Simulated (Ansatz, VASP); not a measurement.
**Two plane-wave programs on Bi**

```xyz
1
Lattice="-1.9814 1.9814 1.9814 1.9814 -1.9814 1.9814 1.9814 1.9814 -1.9814" Properties=species:S:1:pos:R:3 pbc="T T T"
Bi    0.0000    0.0000    0.0000
```

This isn't the form of Bi at room conditions, which is rhombohedral.

Alike in both runs: task relaxation of cell and atoms; functional PBE; k mesh 9 × 9 × 9; occupations fermi-dirac, width 0.05 eV; no spin polarisation.

```csv
,VASP,Ansatz
version,VASP 6.6.1,Ansatz 0.2.0
potentials or method,"VASP PAW PBE potentials, release 64 (Bi_d)","plane waves, PAW"
plane-wave cutoff (eV),600,420
valence electrons in the cell,15,15
```

```tsv
	VASP	Ansatz	Ansatz less VASP
relaxed volume (Å³/atom)	31.60	31.62	+0.014
relaxed cell length with the largest relative difference (Å)	3.450	3.450	+0.0005
energy change over the relaxation (meV/atom)	-1	-1	0.0
```

Ansatz warned: «stress_scf_threshold_loose».
